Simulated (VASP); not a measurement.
A run of VASP 6.6.1 is set up as follows.

File INCAR:

```
SYSTEM = H2C19
  ALGO = Fast
  EDIFF = 1E-7
  ENCUT = 520
  GGA = PE
  ISIF = 2
  ISMEAR = -1
  LASPH = .TRUE.
  LCHARG = .FALSE.
  LREAL = Auto
  LWAVE = .FALSE.
  NBANDS = 55
  NELM = 100
  PREC = Accurate
  SIGMA = 0.02
```

Contents of KPOINTS:

```
k-points
0
G
  2 2 1
  0 0 0
```

Contents of POSCAR:

```
H2C19
1.0
    7.3980000000      0.0000000000      0.0000000000
   -3.6990000000      6.4068560000      0.0000000000
    0.0000000000      0.0000000000     12.0000000000
C H
19 2
Direct
   -0.0166710521     -0.0114886303      0.0718000833
    0.2070403854      0.1028534120      0.0698367500
   -0.0144730368      0.3211258377      0.0826840833
    0.2016112057      0.4278696134      0.0948934167
   -0.0233920802      0.6515902652      0.0703358333
    0.1989083282      0.7733292273      0.0984877500
    0.3212296258     -0.0042571583      0.0733149167
    0.5376945631      0.1002223243      0.0788924167
    0.3159303150      0.3218976671      0.0815189167
    0.5393295536      0.4327848168      0.0816149167
    0.3138266154      0.6522317655      0.1245152500
    0.5419323680      0.7689309702      0.0995425833
    0.6495658645     -0.0147006582      0.0862299167
    0.8730201442      0.0976488312      0.0773297500
    0.6494568088      0.3231063723      0.0760015000
    0.8722915440      0.4348355886      0.0761642500
    0.6494361873      0.6561375814      0.0833418333
    0.8685188769      0.7650637068      0.0698116667
    0.2253149678      0.7269592137      0.2183233333
    0.0710933426      0.6259030951      0.2549445000
    0.3328656455      0.8611746542      0.2679158333
```

Potentials or basis: VASP PAW PBE potentials, release 64 (C, H).

Launch:

```sh
$ cat potpaw_PBE.64/C/POTCAR potpaw_PBE.64/H/POTCAR > POTCAR
$ mpirun -np 1 vasp_std > vasp.out
```

Q: Predict the largest force.

A: 0.790 eV/Å.

Q: Predict the band gap on the k mesh.

A: 0.28 eV, direct.

Forces in eV/Å, atoms in the order of the input:
```
C   -0.071  0.015  0.015
C   -0.076  0.015  0.026
C   -0.094  0.025 -0.032
C   -0.073  0.044 -0.068
C   -0.054  0.043  0.035
C   -0.067  0.017 -0.124
C   -0.076  0.000  0.015
C   -0.070  0.022 -0.004
C   -0.069  0.025 -0.018
C   -0.078  0.013 -0.020
C   -0.049  0.025 -0.075
C   -0.078  0.016 -0.079
C   -0.083  0.034 -0.054
C   -0.092  0.031 -0.024
C   -0.068  0.015 -0.003
C   -0.065  0.009  0.005
C   -0.072  0.019 -0.031
C   -0.065  0.036  0.022
C    0.360 -0.123  0.166
H    0.722 -0.238  0.213
H    0.216 -0.043  0.037
```

Caveat: the k mesh is coarse (spacing up to 0.49 Å⁻¹), so the values aren't converged. A hybrid or GW would open this gap; PBE tends to underestimate it.
